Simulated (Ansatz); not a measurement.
PbO2:

```
Pb O
1.0
     4.99496    0.00000    0.00000
     0.00000    4.99496    0.00000
     0.00000    0.00000    3.40900
Pb O
2 4
Direct
  0.50000 0.50000 0.50000
  0.00000 0.00000 0.00000
  0.69257 0.69257 0.00000
  0.80743 0.19257 0.50000
  0.19257 0.80743 0.50000
  0.30743 0.30743 0.00000
```

The cell is a database's computed one.

* Program: Ansatz 0.2.0
* Task: single point
* Functional: PBEsol
* Potentials or basis: Ansatz PAW
* Cutoff: 420 eV (not typed: the program's choice for these potentials)
* k mesh: 6 × 6 × 8
* Occupations: fermi-dirac, width 0.05 eV
* Spin: no spin polarisation

On this cell: pressure 0.2 GPa; largest force 0.016 eV/Å; band gap on the k mesh 0.07 eV, indirect (least direct gap 0.11 eV).

The same run follows on a disturbed copy (atoms moved at random, drawn with an rms of 0.05 Å):

```
CELL_PARAMETERS angstrom
4.99496 0.00000 0.00000
0.00000 4.99496 0.00000
0.00000 0.00000 3.40900
ATOMIC_POSITIONS crystal
Pb 0.50275 0.50156 0.51760
Pb 0.99893 0.00657 0.00787
O 0.69511 0.70376 0.99526
O 0.80417 0.19329 0.49591
O 0.18807 0.81706 0.50322
O 0.30055 0.30407 0.01422
```

Q: What does the disturbed cell give?

A: The energy moves by +14.2 meV/atom; pressure 0.5 GPa; largest force 1.018 eV/Å; band gap on the k mesh 0.06 eV, indirect (least direct gap 0.11 eV).

Forces in eV/Å, atoms in the order of the input:
```
Pb  -0.438  0.253 -0.541
Pb  -0.040 -0.251 -0.437
O   -0.448 -0.495  0.465
O   -0.181  0.229  0.365
O    0.422 -0.490  0.170
O    0.684  0.754 -0.023
```

Stress tensor (GPa, compression positive):
```
0.62 0.70 0.15
0.70 0.54 0.53
0.15 0.53 0.43
```

Caveats: spin-orbit coupling is left out, which as a rule narrows the gap of such compounds by several tenths of an eV; the PAW data sets come from PBE, with cores solved anew for the run's functional, which leaves a small shift of forces and pressure.

A k mesh can miss the band edges.
